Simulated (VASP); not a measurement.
TePb:

```
CELL_PARAMETERS angstrom
0.00000 3.23100 3.23100
3.23100 0.00000 3.23100
3.23100 3.23100 0.00000
ATOMIC_POSITIONS crystal
Pb 0.00000 0.00000 0.00000
Te 0.50000 0.50000 0.50000
```

* Program: VASP 6.6.1
* Task: relaxation of cell and atoms
* Functional: B3LYP
* Potentials or basis: VASP PAW PBE potentials, release 64 (Pb_d, Te)
* Cutoff: 600 eV
* k mesh: 4 × 4 × 4
* Occupations: fermi-dirac, width 0.05 eV
* Spin: no spin polarisation

At the start: pressure 4.1 GPa; volume 33.73 Å³/atom.

**Question.** Where does the relaxation end?

**Answer.** Over 3 steps the energy falls by 38.0 meV/atom and the volume is 36.95 Å³/atom (+9.5 %); space group Fm-3m (No. 225, to 0.05 Å).

The path:
| step | energy change (eV) | largest force (eV/Å) | pressure (GPa) | volume (Å³) |
| --- | --- | --- | --- | --- |
| 1 | 0.0000 | 0.0000 | 4.11 | 67.46 |
| 2 | -0.0679 | 0.0000 | -1.03 | 76.26 |
| 3 | -0.0759 | 0.0000 | -0.04 | 73.89 |

Final structure:
```
CELL_PARAMETERS angstrom
0.00000 3.33060 3.33060
3.33060 0.00000 3.33060
3.33060 3.33060 0.00000
ATOMIC_POSITIONS crystal
Pb 0.00000 0.00000 0.00000
Te 0.50000 0.50000 0.50000
```

Caveat: the k mesh is coarse (spacing up to 0.42 Å⁻¹), so the values aren't converged, least of all with exact exchange; the PAW data sets were made with another functional, which shifts forces and pressure a little.
